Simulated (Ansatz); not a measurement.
## HgSe: elastic constants with LDA

The system is HgSe.

```
CELL_PARAMETERS angstrom
0.00000 3.03900 3.03900
3.03900 0.00000 3.03900
3.03900 3.03900 0.00000
ATOMIC_POSITIONS crystal
Hg 0.00000 0.00000 0.00000
Se 0.75000 0.75000 0.75000
```

- Program: Ansatz 0.2.0
- Task: elastic constants
- Functional: LDA
- Potentials or basis: Ansatz PAW
- Cutoff: 420 eV (not typed: the program's choice for these potentials)
- k mesh: 6 × 6 × 6
- Occupations: fermi-dirac, width 0.1 eV
- Spin: spin-orbit coupling, no magnetisation
- Atoms under strain: relaxed

```yaml
Pressure: -1.0 GPa
Band_gap_on_the_k_mesh: none (metal or under the smearing width)
Elastic_constants_C11_C12_C44: 66, 49, 24 GPa
Voigt_bulk_modulus: 55 GPa
```

Levels at points of the mesh, in eV from the Fermi level:
| k point | band 32 | band 33 | band 34 | band 35 | band 36 | band 37 | band 38 | band 39 | band 40 | band 41 |
| --- | --- | --- | --- | --- | --- | --- | --- | --- | --- | --- |
| (0.00, 0.00, 0.00) | -1.31 | -0.32 | -0.32 | -0.08 | -0.08 | -0.08 | -0.08 | 4.18 | 4.18 | 5.63 |
| (0.00, 0.00, -0.50) | -5.63 | -1.27 | -1.27 | -1.06 | -1.06 | 0.77 | 0.77 | 5.58 | 5.58 | 6.23 |
| (0.00, -0.50, -0.50) | -5.18 | -2.54 | -2.54 | -2.52 | -2.52 | 2.53 | 2.53 | 2.61 | 2.61 | 8.03 |

Elastic tensor in Voigt notation (GPa, in the Cartesian axes of the cell as first typed):
```
66 49 49  0  0  0
49 66 49  0  0  0
49 49 66  0  0  0
 0  0  0 24  0  0
 0  0  0  0 24  0
 0  0  0  0  0 24
```

It took 3.1 min on 1 thread of Arm Neoverse V1, on a shared host, peak memory 0.59 GiB.

Caveat: elastic constants of metals need much finer meshes, so these are rough; the PAW data sets come from PBE, with cores solved anew for the run's functional, which leaves a small shift of forces and pressure.
